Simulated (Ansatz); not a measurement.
NaBr (rock salt)

```xyz
2
Lattice="0.0000 2.9738 2.9738 2.9738 0.0000 2.9738 2.9738 2.9738 0.0000" Properties=species:S:1:pos:R:3 pbc="T T T"
Br     0.0000     0.0000     0.0000
Na     2.9738     2.9738     2.9738
```

Two coordinates are scanned: the volume, and the ratio of the stretch along z (the conventional c axis) to the stretch across it. Atoms keep their fractional coordinates.

Level of theory: r2SCAN (plane waves to 500 eV, PAW, scalar-relativistic; Ansatz, a quantum-chemistry and plane-wave program). k mesh 10×10×10 (Γ-centred), Fermi-Dirac smearing 0.05 eV. Energies are smeared free energies. NaBr was relaxed with its symmetry unable to fall. The zero of ΔE is the relaxed starting cell.

| ΔE (meV/atom) | V/V₀ = 0.920 | V/V₀ = 0.947 | V/V₀ = 0.973 | V/V₀ = 1.000 | V/V₀ = 1.027 | V/V₀ = 1.053 | V/V₀ = 1.080 |
|---|---|---|---|---|---|---|---|
| (c/a)/(c/a)₀ = 0.880 | 69.4 | 55.9 | 46.4 | 40.3 | 37.3 | 36.8 | 38.6 |
| (c/a)/(c/a)₀ = 0.920 | 36.1 | [?] | 19.3 | 16.0 | 15.5 | 17.4 | 21.3 |
| (c/a)/(c/a)₀ = 0.960 | 18.9 | 10.4 | 5.4 | 3.6 | 4.4 | 7.6 | 12.6 |
| (c/a)/(c/a)₀ = 1.000 | 13.8 | 5.8 | 1.4 | 0.0 | 1.2 | 4.7 | 10.1 |
| (c/a)/(c/a)₀ = 1.040 | [?] | 9.7 | 4.8 | 3.0 | 3.9 | 7.1 | 12.2 |
| (c/a)/(c/a)₀ = 1.080 | 29.9 | 20.2 | 14.2 | 11.3 | 11.2 | 13.4 | 17.7 |
| (c/a)/(c/a)₀ = 1.120 | 47.9 | 36.2 | 28.4 | 23.9 | 22.2 | 23.1 | [?] |

Q: Some entries are withheld; supply them.

A: 
- (c/a)/(c/a)₀ = 0.920, V/V₀ = 0.947: 25.8
- (c/a)/(c/a)₀ = 1.040, V/V₀ = 0.920: 18.1
- (c/a)/(c/a)₀ = 1.120, V/V₀ = 1.080: 26.0

(Under strain, the slope of the energy per volume gives the stress and its curvature an elastic modulus.)
